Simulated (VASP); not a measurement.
## Core-hole spectrum of BaTiO3

Wanted: the near-edge structure of BaTiO3. The cell has space group P4mm. The start is a cell from a database of measured crystal structures.

Calculated with VASP 6.6.1; PBE, no spin polarisation; plane waves and PAW (Ti_sv, Ba_sv_GW, Ti_sv, O), in the first sound run; inputs show where later runs differ.

This is a report of a sequence of runs, with most program output left out.

The database entry behind the starting cell differs from later determinations by our own check (c/a about 0.6 % short), so it need not match the best structure at ambient conditions.

### Step 1. The starting structure

Symmetry: P4mm, No. 99, tetragonal system. Conventional cell: a = 4.000 Å, b = 4.000 Å, c = 4.018 Å, α = 90.00°, β = 90.00°, γ = 90.00°. Nearest to Ti lie 6 O at 1.89 to 2.13 Å. Nearest to Ba lie 12 O at 2.79 to 2.88 Å. Nearest to O lie 2 Ti at 2.00 Å and 4 Ba at 2.79 to 2.88 Å. O has 2 Ti at 1.89 to 2.13 Å and 4 Ba at 2.83 Å nearest. Farther neighbours and most contacts between anions are not listed.

### Step 2. Supercell without a hole

The cell without a hole gives, with ICORELEVEL = 1, the Kohn-Sham core levels of the initial state. It is a supercell, which puts a hole 5.7 Å from its nearest image.

Contents of INCAR:

```
SYSTEM = BaTiO3
PREC = Accurate
ENCUT = 400
EDIFF = 1E-05
NELM = 100
ISMEAR = 0
SIGMA = 0.05
LREAL = .FALSE.
ALGO = Normal
GGA = PE
NBANDS = 50
LASPH = .TRUE.
LWAVE = .FALSE.
LCHARG = .FALSE.
KPAR = 2
NCORE = 4
ICORELEVEL = 1
```

Contents of POSCAR:

```
BaTiO3
1.0
   -3.9998000000      3.9998000000      0.0000000000
   -3.9998000000     -3.9998000000      0.0000000000
    3.9998000000      0.0000000000      4.0180000000
Ti Ba Ti O
1 2 1 6
Direct
    0.7450000000      0.2450000000      0.4900000000
    0.5000000000      0.5000000000      0.0000000000
    0.0000000000      0.0000000000      0.0000000000
    0.2450000000      0.7450000000      0.4900000000
    0.0085000000      0.5085000000      0.5170000000
    0.5085000000      0.0085000000      0.5170000000
    0.5085000000      0.5085000000      0.5170000000
    0.0085000000      0.0085000000      0.5170000000
    0.5095000000      0.0095000000      0.0190000000
    0.0095000000      0.5095000000      0.0190000000
```

Contents of KPOINTS:

```
Automatic mesh
0
Gamma
3 3 3
0 0 0
```

Potentials, in the order of the species: Ti_sv, Ba_sv_GW, Ti_sv and O (PBE family, release 64).

The run is started by

```
$ mpirun -np 8 vasp_std
```

It took 8.8 s on 8 MPI ranks of Intel Xeon 6975P-C (Granite Rapids), shared host; peak memory 1.2 GiB.

These are scalar-relativistic Kohn-Sham levels of the ground state, with no core hole, so they are not binding energies.

This step gave:

```yaml
free_energy_toten: -83.1032 eV
fermi_energy: 5.736 eV
pressure: -2.040 GPa
```

The two shallowest core shells; atoms whose shallowest level rounds to another's at 0.01 eV are left out. Core levels, by row:

```
atom  shell  level below the valence-band top (eV)
 Ti1     2s                                  531.7
 Ti1     2p                                    439
 Ba2     4p                                  171.4
 Ba2     4d                                  80.15
  O5     1s                                  504.1
  O9     1s                                  504.2
```

### Step 3. K edge, Wyckoff site Ti b, full hole

This step: supercell core-hole method, PBE, full hole, no spin polarisation; plane waves and PAW (Ti_sv, Ba_sv_GW, Ti_sv, O) (VASP 6.6.1).

One core electron is taken from the first atom, which POSCAR lists as a species of its own, and NELECT stays that of the neutral valence shell, so the cell is charged against a background. NBANDS covers the range above the edge. The first density still holds the charge taken from the core, which is what the BRMIX lines of the log report.

Contents of INCAR:

```
SYSTEM = BaTiO3
PREC = Accurate
ENCUT = 400
EDIFF = 1E-06
NELM = 100
ISMEAR = 0
SIGMA = 0.05
LREAL = .FALSE.
ALGO = Normal
GGA = PE
NBANDS = 120
LASPH = .TRUE.
LWAVE = .FALSE.
LCHARG = .FALSE.
KPAR = 2
ICORELEVEL = 2
CLNT = 1
CLN = 1
CLL = 0
CLZ = 1
CH_LSPEC = .TRUE.
CH_NEDOS = 1500
CH_SIGMA = 1
NELECT = 80
```

POSCAR is that of step 2.

KPOINTS is that of step 2.

The run is started by

```
$ mpirun -np 8 vasp_std
```

Run time: 16 s. Hardware: 8 MPI ranks; peak memory 1.4 GiB.

This step gave:

- free energy (TOTEN): -227.4446 eV
- Fermi energy: 5.343 eV

Smoothed further by a Gaussian, to a width of roughly 2 to 2.4 eV in all; heights scale with one over the cell volume; the energy axis is the program's own, and the fall at its high end is where NBANDS ends. Table of imaginary dielectric function times 10^5 by photon energy; read off at these points:

```
photon energy (eV)       xx       zz
            4867.1   3.0e-6   2.0e-6
            4868.3   4.4e-5   2.8e-5
            4869.5   3.2e-4   1.5e-4
            4870.7   9.4e-4   5.8e-4
            4871.9  0.00161  0.00419
            4873.1  0.00388   0.0137
            4874.3  0.00680   0.0152
            4875.5   0.0144   0.0184
            4876.7   0.0224   0.0260
            4877.9   0.0156   0.0161
            4879.1   0.0143   0.0129
            4880.3   0.0168   0.0155
            4881.6   0.0228   0.0220
            4882.8   0.0280   0.0291
            4884.0   0.0393   0.0465
            4885.2   0.0744   0.0923
            4886.4    0.155    0.166
            4887.6    0.277    0.264
            4888.4    0.298    0.276
            4888.8    0.279    0.257
            4890.0    0.167    0.155
            4891.2    0.119    0.110
            4892.4    0.117    0.110
            4893.6    0.101   0.0934
            4894.8    0.147    0.138
            4895.2    0.158    0.150
            4896.0    0.145    0.138
            4897.2    0.106   0.0999
            4898.4    0.130    0.123
            4898.9    0.134    0.126
            4899.6    0.124    0.118
            4900.9    0.121    0.117
            4902.1   0.0968   0.0962
            4903.3   0.0478   0.0511
            4904.5   0.0132   0.0154
            4905.7  0.00136  0.00168
            4906.9   4.2e-5   5.3e-5
            4908.1        0        0
            4909.3        0        0
            4910.5        0        0
            4911.7        0        0
```

The smoothed xx curve reaches a tenth of its top at about 4883 eV.

### Step 4. K edge, Wyckoff site Ti b, no hole

This step: supercell core-hole method, PBE, no hole, no spin polarisation; plane waves and PAW (Ti_sv, Ba_sv_GW, Ti_sv, O) (VASP 6.6.1).

With CLZ = 0 the final states feel no hole, which shows what the hole does. NBANDS covers the range above the edge.

Edit INCAR of step 3 so:

```diff
@@ -19,3 +19,3 @@
 CLL = 0
-CLZ = 1
+CLZ = 0
 CH_LSPEC = .TRUE.
@@ -23,2 +23 @@
 CH_SIGMA = 1
-NELECT = 80
```

POSCAR is that of step 3.

KPOINTS is that of step 3.

The run is started by

```
$ mpirun -np 8 vasp_std
```

Wall time 12 s (8 MPI ranks); peak memory 1.4 GiB.

Numbers from this step:

| Property | Result |
| --- | --- |
| free energy (TOTEN) | -83.1032 eV |
| Fermi energy | 5.912 eV |
| pressure | -2.154 GPa |

The imaginary dielectric function times 10^5 has structure finer than the step of the table below, so its rows give means over 2 eV, whole bins alone (the curve runs from 4870 to 4914 eV). Peaks (eV: height): xx 4888.6: 0.319, 4895.7: 0.202; zz 4888.6: 0.304, 4895.7: 0.190.

Smoothed further by a Gaussian, to a width of roughly 2 to 2.4 eV in all; heights scale with one over the cell volume; the energy axis is the program's own, and the fall at its high end is where NBANDS ends. Imaginary dielectric function times 10^5 against photon energy; means over each step:

```
photon energy (eV)       xx       zz
              4872   9.3e-4   6.6e-4
              4874  0.00607  0.00867
              4876   0.0210   0.0340
              4878   0.0240   0.0356
              4880   0.0177   0.0171
              4882   0.0226   0.0213
              4884   0.0371   0.0418
              4886    0.107    0.123
              4888    0.274    0.270
              4890    0.237    0.220
              4892    0.146    0.136
              4894    0.138    0.128
              4896    0.184    0.173
              4898    0.145    0.137
              4900    0.161    0.153
              4902    0.125    0.128
              4904   0.0296   0.0401
              4906  0.00127  0.00247
              4908   4.8e-6   1.1e-5
```

The smoothed xx curve reaches a tenth of its top at about 4884 eV.

### Step 5. Summary

This step: supercell core-hole method, PBE; plane waves and PAW (VASP 6.6.1).

This step runs nothing: it gathers the runs above.

Core-hole runs:

```
site       hole  cost (core minutes)
Ti b  full hole                 2.11
Ti b    no hole                 1.57
```

### Step 6. What came out

```json
{"K edge of Ti b, full hole": "xx reaches a tenth of its top at 4883.1 eV on the program's axis; share within the next 5 eV of the next 20 eV: 24 %", "K edge of Ti b, no hole": "xx reaches a tenth of its top at 4883.8 eV on the program's axis; share within the next 5 eV of the next 20 eV: 24 %"}
```

**Reading.** The Ti K edge, for light polarised along x, reaches a tenth of its top at 4883.1 eV on the program's axis. That mark passes over any weaker pre-edge, and only dipole transitions enter. In the charged run (full hole) weight just under or at the onset may be a state bound to the hole or the highest filled band counted as a final state; this wasn't checked, so onset and share of that run are in doubt. Share of the first 20 eV of absorption, for light polarised along x, that lies within 5 eV of each run's own onset: 24 % with no hole and 24 % with full hole. One site of the element was run (Wyckoff letter b). With 10 atoms and a 3×3×3 mesh the peak shapes still carry the imprint of the mesh, and the holes are close enough to feel one another. The fall at the high end is where NBANDS ends. The other core electrons stay frozen, so neither the program's energy axis nor the change of TOTEN is an excitation energy; spectra are aligned at the onset when set beside measurement. The atoms weren't relaxed and carry forces of up to 0.30 eV/Å at PBE in the cell without a hole, so the numbers belong to the given coordinates, and a relaxation would change them. Not tabulated here, as repeats of values shown or as unfit to read for their mesh, reference level or band range: gaps (K edge, supercell without a hole); pressures of a box with vacuum or a charge (K edge); core levels (K edge).

[Lines on the potential files, build, host, timing and source positions are cut from VASP's logs without a mark.]

[Logs are printed without paths, hosts, clocks, repeated set-up lines and the standing remarks that a program may print on its own settings, such as how far it seeks lower states.]

[Hosts, paths, dates, database ids (printed as entryN), source tags and the programs' standing remarks are cut or masked in the printed files.]
